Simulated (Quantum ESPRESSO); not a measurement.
WS2: equation of state with LDA

WS2, a slab with vacuum:

```
W S
1.0
     3.18352    0.00000    0.00000
    -1.59176    2.75701    0.00000
     0.00000    0.00000   16.95058
W S
1 2
Direct
  0.00000 0.00000 0.00000
  0.33333 0.66667 0.09200
  0.33333 0.66667 0.90800
```

```
Program             : Quantum ESPRESSO 7.5
Task                : equation of state
Functional          : LDA
Potentials or basis : PseudoDojo 0.4.1 SR LDA standard
Cutoff              : 952 eV
Density cutoff      : 3810 eV
k mesh              : 10 × 10 × 2
Occupations         : fermi-dirac, width 0.05 eV
Spin                : no spin polarisation
```

```
Equilibrium volume                        : 47.78 Å³/atom
Bulk modulus at fixed shape and positions : 64 GPa
Pressure derivative of the bulk modulus   : 4.4
```

Energy against volume, from the lowest point:
```
volume (Å³/atom)  energy (meV/atom)
          46.616               5.75
          47.608               0.00
          48.600               2.57
          49.592              12.60
          50.583              29.29
          51.575              51.95
          52.567              79.94
```

All runs of the series together: 9.3 min on 1 thread of Arm Neoverse V2 (shared host).

Caveat: the cell was scaled at fixed shape and fractional positions, which overstates the stiffness of a crystal with free parameters, most of all of layers and chains. The run has no spin-orbit coupling, so splittings on W are missing.
